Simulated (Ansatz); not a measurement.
Runs of Ansatz 0.2.0 on HfN. Symmetry: Fm-3m, No. 225, cubic system. Conventional cell: a = 4.512 Å, b = 4.512 Å, c = 4.512 Å, α = 90.00°, β = 90.00°, γ = 90.00°. Hf (site symmetry m-3m) has 6 N at 2.26 Å as nearest neighbours. N (site symmetry m-3m) has 6 Hf at 2.26 Å as nearest neighbours. 

```csv
task,level,cell,k mesh,cutoff (eV),smearing,basis error allowed,mesh quality,gap on the mesh (eV),pressure (GPa),relaxed volume (Å³/atom)
relaxation of cell and atoms,BLYP+D4,relaxed,10 × 10 × 10,-,fermi-dirac 0.05 eV,0.001 eV/atom,not flagged,-,0.0,(a)
band structure,revPBE,as given,10 × 10 × 10,344,fermi-dirac 0.05 eV,0.001 eV/atom,not flagged,-,10.0,-
single point,PBE,as given,10 × 10 × 10,344,gaussian 0.023 eV,0.001 eV/atom,not flagged,none,6.7,-
single point,PBE,as given,4 × 4 × 4,317,fermi-dirac 0.02 eV,0.002 eV/atom,coarse,none,(b),-
single point,PBE,as given,10 × 10 × 10,344,gaussian 0.014 eV,0.001 eV/atom,not flagged,none,6.7,-
single point,PBE,as given,10 × 10 × 10,344,gaussian 0.025 eV,0.001 eV/atom,not flagged,none,6.7,-
band structure,LDA,as given,10 × 10 × 10,343,fermi-dirac 0.05 eV,0.001 eV/atom,not flagged,-,-8.2,-
relaxation of cell and atoms,RPBE,relaxed,10 × 10 × 10,-,fermi-dirac 0.05 eV,0.001 eV/atom,not flagged,-,0.0,11.97
```

Alike in all rows: potentials or basis all-electron LAPW, scalar-relativistic; no spin polarisation.

Q: Estimate the missing entries.

A: (a) 11.74; (b) 7.0.

Caveats: some runs use coarse meshes; spin-orbit coupling is left out, which moves the levels of the heavy elements (some runs); the k mesh is thin for a metal, which can move the energy by tens of meV per atom (some runs).

A k mesh can miss the band edges, and the runs leave out spin-orbit coupling on Hf.

A gap of «none» marks a metal or a gap under the smearing width.
